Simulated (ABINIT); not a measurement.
A run of ABINIT 10.8.3 (patched build):

The input run.abi:

```
ndtset 2

pp_dirpath "./"
pseudos "Sb.LDA_PW-JTH.xml"

acell 11.4300421639 11.4300421639 11.4300421639
rprim
    -0.6662806915     0.6662806915     0.3348732301
     0.6662806915    -0.6662806915     0.3348732301
     0.6662806915     0.6662806915    -0.3348732301
ntypat 1
znucl 51
natom 4
typat 1 1 1 1
xcart
     1.2191834838     5.2491941281     0.0000000000
     2.8108271605     1.2191834838     0.0000000000
     2.8108271605    -1.2191834838     2.0254867038
     1.2191834838     2.8108271605     2.0254867038 Angstrom

ecut 435.382180 eV
pawecutdg 32.0

ixc 7

occopt 3
tsmear 0.05 eV

nstep 100

iomode 3
prtwf 0
prteig 0
prtebands 0
prtden1 1
prtvha1 1
prtvclmb1 1
prtpot1 1

kptopt1 1
ngkpt1 7 7 7
nshiftk1 1
shiftk1 0.0 0.0 0.0
nband1 36
tolvrs1 1.0e-9

iscf2 -2
getden2 1
nband2 42
nbdbuf2 4
tolwfr2 1.0e-11
kptopt2 -8
ndivsm2 8
prteig2 1
kptbounds2
     0.0000000000     0.0000000000     0.0000000000
     0.0000000000     0.0000000000     0.5000000000
    -0.5000000000     0.5000000000     0.5000000000
     0.0000000000     0.0000000000     0.0000000000
     0.3131518991     0.3131518991    -0.3131518991
     0.2500000000     0.2500000000     0.2500000000
     0.0000000000     0.5000000000     0.0000000000
    -0.3131518991     0.6868481009     0.3131518991
    -0.5000000000     0.5000000000     0.5000000000
```

Potentials or basis: JTH PAW LDA v2.0.

Launch:

```console
$ abinit run.abi > log 2>&1
```

Hardware: 1 thread of Arm Neoverse V2 (shared host).

Q: Estimate the wall time of this run.

A: Run time: 8.1 min on 1 thread of Arm Neoverse V2, on a shared host, peak memory 0.29 GiB. Counts: scf iterations 13, mpi ranks 1, k points 40, bands 36, plane waves 2731.
